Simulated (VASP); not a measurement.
A run of VASP 6.6.1 is set up as follows.

The input run.py:

```python
from ase.calculators.vasp import Vasp
from ase.dft.dos import DOS
from ase.io import read

atoms = read('In.cif')
calc = Vasp(
    directory='calc',
    xc='revpbe',
    pp='PBE',
    setups='recommended',
    prec='Accurate',
    encut=520,
    ediff=1e-06,
    ismear=0,
    sigma=0.01,
    lreal=False,
    lasph=True,
    nelm=80,
    algo='Normal',
    isif=2,
    lwave=False,
    lcharg=False,
    lnoncollinear=True,
    lorbit=11,
    lsorbit=True,
    gga_compat=False,
    ivdw=11,
    kpts=[7, 7, 4],
    gamma=True,
)
atoms.calc = calc

print('energy (eV):', atoms.get_potential_energy())
print('free energy (eV):', atoms.get_potential_energy(force_consistent=True))
print('forces (eV/A):')
print(atoms.get_forces())
print('stress (eV/A^3, Voigt):', atoms.get_stress())
print('Fermi level (eV):', calc.get_fermi_level())
dos = DOS(calc, width=0.1, window=(-10, 10), npts=301)
print('E - E_F (eV), DOS (1/eV)')
for e, g in zip(dos.get_energies(), dos.get_dos()):
    print(f'{e:8.3f} {g:10.4f}')
```

The input In.cif:

```cif
data_In
_cell_length_a 3.37937777
_cell_length_b 3.37937777
_cell_length_c 5.58163996
_cell_angle_alpha 90.00000000
_cell_angle_beta 90.00000000
_cell_angle_gamma 120.00000000
_space_group_name_H-M_alt 'P1'
_space_group_name_Hall 'P 1'
_space_group_IT_number 1
loop_
_space_group_symop_operation_xyz
'x,y,z'
loop_
_atom_site_label
_atom_site_type_symbol
_atom_site_symmetry_multiplicity
_atom_site_Wyckoff_symbol
_atom_site_fract_x
_atom_site_fract_y
_atom_site_fract_z
_atom_site_occupancy
In1 In 1 a 0.6666666667 0.3333333333 0.7500000000 1
In2 In 1 a 0.3333333333 0.6666666667 0.2500000000 1
```

Potentials or basis: VASP PAW PBE potentials, release 64 (In_d).

The run is started by

```sh
$ python run.py
```

Q: Estimate the dispersion energy per atom.

A: -0.298 eV.

Q: Estimate the pressure.

A: -1.5 GPa.

Stress tensor (GPa, compression positive):
```
-1.23  0.00  0.00
 0.00 -1.23  0.00
 0.00  0.00 -1.97
```

Caveat: the PAW data sets were made with another functional, which shifts forces and pressure a little.
